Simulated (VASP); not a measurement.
CuO:

```xyz
4
Lattice="0.0000 2.5526 2.5526 2.5526 0.0000 2.5526 2.5526 2.5526 0.0000" Properties=species:S:1:pos:R:3 pbc="T T T"
Cu    0.0000    0.0000    0.0000
Cu    2.5526    2.5526    2.5526
O     1.2763    1.2763    1.2763
O     3.8288    3.8288    3.8288
```

Measurements of this composition are mostly on another form, of space group No. 15.

Base run:

| Item | Value |
| --- | --- |
| Program | VASP 6.6.1 |
| Functional | r2SCAN |
| Potentials or basis | VASP PAW PBE potentials, release 64 (Cu, O) |
| Cutoff | 520 eV |
| k mesh | 6 × 6 × 6 |
| Occupations | gaussian, width 0.05 eV |
| Spin | collinear spin, antiferromagnetic start |
| Starting moments | [0.6, -0.6, 0.0, 0.0] μB |
| Hubbard terms | Cu d U = 4 eV |

Its results: band gap on the k mesh none (metal or under the smearing width); pressure 8.9 GPa; net moment 0.00 μB per cell.

The run is repeated on the same cell with these changes: hubbard terms from Cu d U = 4 eV to Cu d U = 7 eV. What comes out?

Band gap on the k mesh none (metal or under the smearing width); pressure 6.0 GPa; net moment 0.00 μB per cell.

Caveats: the PAW data sets were made with another functional, which shifts forces and pressure a little.
